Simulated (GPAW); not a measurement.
Crystal: HfN.

```
Hf N
1.0
     3.13391    0.00000    0.00000
    -1.56695    2.71404    0.00000
     0.00000    0.00000    5.41677
Hf N
2 2
Cartesian
  0.0000 1.8094 1.3542
  1.5670 0.9047 4.0626
  0.0000 0.0000 2.7084
  0.0000 0.0000 0.0000
```

The cell comes from a database or a generator and needn't be the stable form of this composition.

| Quantity | Value |
| --- | --- |
| Program | GPAW 26.7.0 |
| Task | relaxation of cell and atoms |
| Functional | PBEsol |
| Dispersion | D3(BJ)+ATM |
| Potentials or basis | PAW data sets generated in the run's folder for this functional |
| Cutoff | 800 eV |
| Basis | pw |
| k mesh | 7 × 7 × 4 |
| Occupations | fermi-dirac, width 0.05 eV |
| Spin | no spin polarisation |

At the start: pressure -6.4 GPa; volume 11.52 Å³/atom.

How do energy, volume and symmetry change on relaxing?

Over 3 steps the energy falls by 4.3 meV/atom and the volume is 11.25 Å³/atom (-2.3 %); space group P6_3/mmc (No. 194, to 0.05 Å).

Step by step:
| step | energy change (eV) | largest force (eV/Å) | pressure (GPa) | volume (Å³) |
| --- | --- | --- | --- | --- |
| 1 | 0.0000 | 0.0000 | -6.42 | 46.07 |
| 2 | -0.0075 | 0.0000 | -5.07 | 45.85 |
| 3 | -0.0173 | 0.0000 | 0.15 | 45.02 |

Final structure:
```
Hf N
1.0
     3.11131    0.00000    0.00000
    -1.55565    2.69447    0.00000
     0.00000    0.00000    5.37014
Hf N
2 2
Direct
  0.33333 0.66667 0.25000
  0.66667 0.33333 0.75000
  0.00000 0.00000 0.50000
  0.00000 0.00000 0.00000
```

Caveat: later steps reuse the first step's grids; pairwise dispersion overbinds metals, which lowers pressure and volume.
